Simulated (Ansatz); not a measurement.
# TiTe2 monolayer (1T): modes against uniaxial strain along the armchair direction, normal to a, with the width clamped, part 3 of 3

Wanted: the shifts of the zone-centre modes of TiTe2 monolayer (1T) with strain.

Ansatz 0.2.0; DFT PBE, scalar-relativistic, plane waves, PAW; PAW set soft_1.

So far, highest optical mode at the zone centre (no LO-TO term) (cm⁻¹): step 5 (zone-centre response at rest) 262; step 7 (strain 5 %) 246.

### 9. Modes of this member: uniaxial strain of -3 % along the armchair direction, normal to a, with the width clamped

The zone-centre modes follow for uniaxial strain of -3 % along the armchair direction, normal to a, with the width clamped.

input.yaml

```yaml
crystal:
  lattice:
    - [3.7539879042, 0.0, 0.0]
    - [-1.8769939521, 3.1535174239, 0.0]
    - [0.0, 0.0, 30.424]
  atoms:
    - { symbol: Ti, position: [0.0, 0.0, 0.328687878] }
    - { symbol: Te, position: [0.3359362933, 0.6718725866, 0.3867835021] }
    - { symbol: Te, position: [0.6640637067, 0.3281274134, 0.2705922539] }
  periodic: [true, true, false]
kpoints:
  mp_grid: { grid: [12, 12, 1] }
hamiltonian:
  xc: pbe
  pseudopotentials: { kind: paw, azcp: { folder: soft_1 } }
scf:
  occupations: { method: methfessel_paxton, width: 0.2 }
output:
  eigenvalues: true
phonons:
  method: dfpt
```

Started as:

```bash
ansatz run input.yaml --threads 8 --pin off --max-ram 16384MiB --backend cpu --events-out ev --progress --plain --runs-dir out
```

Numbers of over 12 decimals in the logs are rounded to 6 here.

The program printed:

```text
[...]
Crystal: 3 atoms, lattice volume = 360.167 Å³
Basis set: ecut = 420 eV, 7041 PW (Γ), exchange–correlation on 54×54×432 points (8 copies of the dense FFT grid, shifted against one another)
Bands: 27, of which v1, the nominal top of the filled ones, is band 22 counted from 1 (21 counted from 0)
Symmetry: 4 space group operations
[...]
k-point 2: bands = [... 18 lower, -6.2128, -5.8882, -5.6575, -5.0001, -4.3823, -3.5257, -3.2918, -2.3732, ... 1 higher]
  k-point 42: bands = [... 18 lower, -7.5008, -7.1635, -7.0780, -6.4629, -3.8011, -3.6529, -3.3489, -2.7600, ... 1 higher]
[...]
ASR residual: 3.651e-5 → 0.000e0 eV/Å²; symmetrization residual: 1.669e-5 eV/Å²
[...]
ASR residual per site (eV/Å²): 2.29e-5 3.65e-5 3.17e-5
  Γ frequencies (cm⁻¹): 0.00 0.00 0.00 91.67 91.92 135.99 161.91 170.70 270.54
[...]
[key lines of the parts left out:]
SCF converged after 12 iterations
Free energy (F): -16461.834992 eV
Fermi energy:    -4.763085 eV
```

The job ended after 25 s (8 threads of AMD EPYC 9B45 (Zen 5), shared host; peak memory 2 GiB).

This step gave:

```yaml
sum_rule_residual_before_enforcement: 3.65e-5 eV/Å²
highest_optical_mode_at_the_zone_centre_no_lo_to_term: 270.5 cm⁻¹
lowest_optical_zone_centre_mode: 91.67 cm⁻¹
```

Patterns of degenerate modes are one choice out of their space. The modes at Γ (shares of kinetic energy by element, %):

| mode | frequency (cm⁻¹) | symmetry | Ti % | Te % |
| --- | --- | --- | --- | --- |
| 1 | 0.0 | acoustic | 16 | 84 |
| 2 | 0.0 | acoustic | 16 | 84 |
| 3 | 0.0 | acoustic | 16 | 84 |
| 4 | 91.7 | Bg | 0 | 100 |
| 5 | 91.9 | Ag | 0 | 100 |
| 6 | 136.0 | Ag | 0 | 100 |
| 7 | 161.9 | Bu | 84 | 16 |
| 8 | 170.7 | Au | 84 | 16 |
| 9 | 270.5 | Bu | 84 | 16 |

Displacements in mode 4 (91.7 cm⁻¹), the largest set to 1:
```
Ti1  0.00  0.00  0.00
Te2  1.00  0.00  0.00
Te3 -1.00  0.00  0.00
```

Displacements in mode 9 (270.5 cm⁻¹), the largest set to 1:
```
Ti1  0.00  0.06  1.00
Te2  0.00 -0.01 -0.19
Te3  0.00 -0.01 -0.19
```

The lowest optical mode is real, 91.7 cm⁻¹, and the highest lies at 270.5 cm⁻¹.

For the highest optical mode at the zone centre (no LO-TO term), step 5 gave 262 cm⁻¹; this run, with strain -3 %, gives 271 cm⁻¹ (+3 %).

### 10. All members side by side

The members are set side by side, also those not shown above.

Energies are extrapolated to zero smearing, and E0 is that at rest; the cell is clamped and the atoms are relaxed; all runs use 12×12×1 k points and Methfessel-Paxton smearing of 0.2 eV. State of the crystal along the series:

| strain (%) | E - E0 (meV/atom) |
| --- | --- |
| -3 | 5.238 |
| -2 | 2.318 |
| -1 | 0.5801 |
| 0 | 0 |
| 1 | 0.5634 |
| 2 | 2.265 |
| 3 | 5.061 |
| 4 | 8.871 |
| 5 | 13.6 |

Optical modes are counted from below at rest and tracked from member to member by their patterns, and modes that stay within 0.3 cm⁻¹ of each other stand once; labels, where given, are those at rest, then, where named, those of the strained cell; the cell is clamped and the atoms are relaxed; all runs use 12×12×1 k points and Methfessel-Paxton smearing of 0.2 eV. Optical modes along the series:

| strain (%) | optical mode 1 Eg to Ag single part (cm⁻¹) | optical mode 2 Eg to Bg single part (cm⁻¹) | optical mode 3 A1g to Ag (cm⁻¹) | optical mode 4 Eu to Au single part (cm⁻¹) | optical mode 5 Eu to Bu single part (cm⁻¹) | optical mode 6 A2u to Bu (cm⁻¹) |
| --- | --- | --- | --- | --- | --- | --- |
| -3 | 91.92 | 91.67 | 136 | 170.7 | 161.9 | 270.5 |
| -2 | 92.06 | 91.87 | 135.3 | 165.9 | 160.6 | 267.7 |
| -1 | 92.15 | 92.05 | 134.6 | 160.6 | 158.3 | 264.8 |
| 0 | 92.21 | 92.21 | 134 | 155.1 | 155.1 | 261.8 |
| 1 | 92.24 | 92.36 | 133.4 | 149.8 | 151.4 | 258.7 |
| 2 | 92.18 | 92.48 | 132.7 | 144.9 | 147.4 | 255.5 |
| 3 | 91.99 | 92.59 | 131.8 | 140.1 | 143.5 | 252.2 |
| 4 | 91.69 | 92.68 | 130.9 | 135.2 | 140 | 248.9 |
| 5 | 91.29 | 92.78 | 130 | 130.2 | 137.1 | 245.6 |

Value and slope at zero strain of a cubic (a lower polynomial where under five rows exist) through the rows within 2 % of rest. Slopes at rest:

| mode | frequency (cm⁻¹) | shift per percent of strain (cm⁻¹) |
| --- | --- | --- |
| optical mode 1 Eg to Ag single part | 92.2 | 0.05 |
| optical mode 2 Eg to Bg single part | 92.2 | 0.16 |
| optical mode 3 A1g to Ag | 134 | -0.6 |
| optical mode 4 Eu to Au single part | 155.1 | -5.41 |
| optical mode 5 Eu to Bu single part | 155.1 | -3.48 |
| optical mode 6 A2u to Bu | 261.8 | -3.05 |

### 11. Outcome

```json
{
  "members": "9",
  "highest optical mode at the zone centre (no LO-TO term), at rest": "261.8 cm⁻¹",
  "optical mode 3 A1g to Ag, shift per percent": "-0.60 cm⁻¹",
  "optical mode 4 Eu to Au single part, shift per percent": "-5.41 cm⁻¹",
  "optical mode 5 Eu to Bu single part, shift per percent": "-3.48 cm⁻¹",
  "optical mode 6 A2u to Bu, shift per percent": "-3.05 cm⁻¹"
}
```

The strain lowers the symmetry: the level at 155.1 cm⁻¹ splits, into 130.2 and 137.1 cm⁻¹ at +5 %. Within 2 % of rest optical mode 1 Eg to Ag single part bends away from a straight line, so a single slope holds only near rest. The fastest shift in the table of slopes is -5.4 cm⁻¹ for each percent (optical mode 4 Eu to Au single part). The width is clamped, so the contraction across the strain that a free sheet shows is left out. These are harmonic frequencies at zero temperature: anharmonic shifts, linewidths and thermal expansion are left out. Spin-orbit coupling is left out, which can matter for the heavy elements here. With no gap, or one that is small against the smearing, the frequencies hang on the k mesh and the smearing, most of all near Kohn anomalies. A semilocal functional can close a gap that the real compound would have, so the metallic treatment may be an artefact of the level. The starting cell was built on a prototype and not taken from a measurement. Only the zone centre was solved, so an instability at another wavevector cannot show here.

[Logs are printed without paths, hosts, clocks, repeated set-up lines and the standing remarks that a program may print on its own settings, such as how far it seeks lower states.]

[Hosts, paths, dates, database ids (printed as entryN), source tags and the programs' standing remarks are cut or masked in the printed files.]
